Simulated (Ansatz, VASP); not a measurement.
**Two plane-wave programs on SrO**

```xyz
2
Lattice="3.1278 0.0249 0.0249 0.0249 3.1278 0.0249 0.0249 0.0249 3.1278" Properties=species:S:1:pos:R:3 pbc="T T T"
Sr    0.0000    0.0000    0.0000
O     1.5888    1.5888    1.5888
```

Change from the starting cell: shear_111 strain +2.4%.

Alike in both runs: task single point; functional PBE; k mesh 8 × 8 × 8; occupations fermi-dirac, width 0.02 eV; no spin polarisation.

|  | VASP | Ansatz |
| --- | --- | --- |
| version | VASP 6.6.1 | Ansatz 0.2.0 |
| potentials or method | VASP PAW PBE potentials, release 64 (Sr_sv, O) | plane waves, PAW |
| plane-wave cutoff (eV) | 520 | 420 |
| valence electrons in the cell | 16 | 16 |

VASP gave:

- gap on the k mesh at the Fermi level (eV): 2.76
- pressure (GPa): 1.3
- largest component of the traceless stress (GPa): 0.08

Q: Estimate Ansatz's values.

A: gap on the k mesh at the Fermi level (eV): 2.81; pressure (GPa): 0.6; largest component of the traceless stress (GPa): 0.11.

A k mesh can miss the band edges.
